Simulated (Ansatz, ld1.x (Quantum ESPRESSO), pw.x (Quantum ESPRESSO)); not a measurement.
From atom to crystal: RRKJ potential for B

B, norm-conserving RRKJ (Kleinman–Bylander form), made with ld1.x (Quantum ESPRESSO) 7.5 (PBE, scalar-relativistic). Core [He], reference 2s2 2p1. Waves: 2p (bound): rc 3.70 bohr; 3d channel at 0.45 Ry: rc 3.95 bohr; 2s (bound): rc 1.35 bohr. Local part: the s channel. Core correction: Bessel-smoothed model core inside 1.20 bohr.

Crystal test: sc B in pw.x 7.5, no spin, 17³ k-points, Fermi–Dirac smearing 0.01 Ry, cutoffs 70/280 Ry. The lattice is a test structure that the element need not adopt, and mesh and smearing are coarse.

pw.x input:

```
&control
  calculation='scf', prefix='x', pseudo_dir='./', outdir='./tmp', tstress=.true., disk_io='none'
/
&system
  ibrav=0, nat=1, ntyp=1, ecutwfc=70, ecutrho=280, nbnd=8,
  occupations='smearing', smearing='fd', degauss=0.01
/
&electrons
  conv_thr=1e-09, mixing_beta=0.4, electron_maxstep=70
/
ATOMIC_SPECIES
B 1.0 B.UPF
CELL_PARAMETERS angstrom
  1.88717119 0.00000000 0.00000000
  0.00000000 1.88717119 0.00000000
  0.00000000 0.00000000 1.88717119
ATOMIC_POSITIONS crystal
B 0.0000 0.0000 0.0000
K_POINTS automatic
17 17 17 0 0 0
```

```bash
pw.x < B.scf.in > B.scf.out
```

Question: How does the run end?

Answer: It converges; the pressure is -121.85 GPa against -0.49 GPa from all-electron LAPW. The largest radius (3.95 bohr) exceeds half the bond length (1.78 bohr), so the spheres overlap, which is one possible source of error among others. The pseudo pressure rises with volume over the whole range, a mechanical instability. Atomic configuration tests: 1 of 7 tests not solved or not reliable. A pressure error of this size marks a broken potential; the numbers have no physical meaning. The log shows:

```
     number of electrons       =         3.00
     number of Kohn-Sham states=            8
     kinetic-energy cutoff     =      70.0000  Ry
     charge density cutoff     =     280.0000  Ry
     scf convergence threshold =      1.0E-09
     Exchange-correlation= PBE
     number of k points=   165  Fermi-Dirac smearing, width (Ry)=  0.0100
     iteration #  1     ecut=    70.00 Ry     beta= 0.40
     total energy              =      -5.75675628 Ry
     estimated scf accuracy    <       0.00492487 Ry
     iteration #  2     ecut=    70.00 Ry     beta= 0.40
     total energy              =      -5.75712761 Ry
     estimated scf accuracy    <       0.00178945 Ry
     iteration #  3     ecut=    70.00 Ry     beta= 0.40
     total energy              =      -5.75716937 Ry
     estimated scf accuracy    <       0.00000611 Ry
     iteration #  4     ecut=    70.00 Ry     beta= 0.40
     total energy              =      -5.75716986 Ry
     estimated scf accuracy    <       0.00000071 Ry
     iteration #  5     ecut=    70.00 Ry     beta= 0.40
     total energy              =      -5.75716990 Ry
     estimated scf accuracy    <          4.7E-09 Ry
     iteration #  6     ecut=    70.00 Ry     beta= 0.40
     total energy              =      -5.75716990 Ry
     estimated scf accuracy    <          1.1E-09 Ry
     iteration #  7     ecut=    70.00 Ry     beta= 0.40
     the Fermi energy is     9.2209 ev
!    total energy              =      -5.75716990 Ry
     estimated scf accuracy    <          3.9E-11 Ry
     smearing contrib. (-TS)   =      -0.00165772 Ry
     The total energy is F=E-TS. E is the sum of the following terms:
     one-electron contribution =       3.64552299 Ry
     hartree contribution      =       0.04399086 Ry
     xc contribution           =      -2.28462714 Ry
     ewald contribution        =      -7.16039889 Ry
     convergence has been achieved in   7 iterations
          total   stress  (Ry/bohr**3)                   (kbar)     P=    -1218.53
     Message from routine punch:
     Nothing written, as per user request (disk_io='none')
```
